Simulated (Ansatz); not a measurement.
## From the elastic tensor of TaSi₂ to moduli and sound speeds

Computed with DFT PBEsol, scalar-relativistic, plane waves, PAW (Ansatz 0.2.0). Settings: 420 eV plane-wave cutoff, Γ-centred 12×12×6 mesh, Fermi-Dirac smearing of 0.15 eV. No spin polarisation.

It takes space group P6_422 (No. 181, hexagonal). The conventional cell has a = 4.758 Å, b = 4.758 Å, c = 6.565 Å, α = 90.00°, β = 90.00°, γ = 120.00°. Around Ta (site symmetry 222) lie 10 Si at 2.60 to 2.80 Å. Si (site symmetry 2) has 5 Si at 2.55 to 2.81 Å and 5 Ta at 2.60 to 2.80 Å as nearest neighbours.

In a metal, frequencies and elastic constants depend on the k mesh and the smearing, soft modes and shear constants most. Spin–orbit coupling is left out, which can shift energies with elements as heavy as these.

Relaxed-ion constants (GPa, on the Cartesian axes of the calculation):
```
382.1  76.8  98.2   0.0   0.0   0.0
 76.8 382.1  98.2   0.0   0.0   0.0
 98.2  98.2 467.5   0.0   0.0   0.0
  0.0   0.0   0.0 138.8   0.0   0.0
  0.0   0.0   0.0   0.0 138.8   0.0
  0.0   0.0   0.0   0.0   0.0 152.6
```

Density 9.176 g/cm³; 9 atoms in 128.73 Å³.

The values that follow are for a polycrystal of randomly turned grains, by Hill's mean where one number stands.

| Item | Value |
| --- | --- |
| Bulk modulus, Voigt / Reuss / Hill | 197.6 / 195.0 / 196.3 GPa |
| Shear modulus, Voigt / Reuss / Hill | 149.9 / 148.9 / 149.4 GPa |
| Young's modulus | 358 GPa |
| Poisson ratio | 0.196 |
| Pugh ratio B/G | 1.31 (under 1.75, the rule of thumb for brittle) |
| Universal anisotropy index | 0.05 |
| Longitudinal and transverse sound speeds | 6565 and 4035 m/s |
| Debye temperature from the mean sound speed | 546 K |

Cost: 1 run of about 42 core-minutes, on Intel Xeon Platinum 8259CL (Skylake/Cascade Lake) (shared hosts).